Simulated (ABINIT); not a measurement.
The system is ZrB2.

```
Zr B
1.0
     3.17000    0.00000    0.00000
    -1.58500    2.74530    0.00000
     0.00000    0.00000    3.53300
Zr B
1 2
Direct
  0.00000 0.00000 0.00000
  0.66667 0.33333 0.50000
  0.33333 0.66667 0.50000
```

Base run:

```yaml
Program: ABINIT 10.8.3 (patched build)
Functional: SOGGA
Potentials_or_basis: JTH PAW PBE v2.0
Cutoff: 463 eV
k_mesh: 10 × 10 × 8
Occupations: fermi-dirac, width 0.05 eV
Spin: no spin polarisation
```

Its results: band gap on the k mesh none (metal or under the smearing width); pressure -5.4 GPa.

Q: The run is repeated on the same cell with these changes: functional from SOGGA to LDA; potentials or basis from JTH PAW PBE v2.0 to PseudoDojo NC SR LDA v0.4.1 standard; cutoff from 463 eV to 1034 eV. What comes out?

A: Band gap on the k mesh none (metal or under the smearing width); pressure -8.7 GPa.

Caveats: the PAW data sets were made with another functional, which shifts forces and pressure a little (some runs).
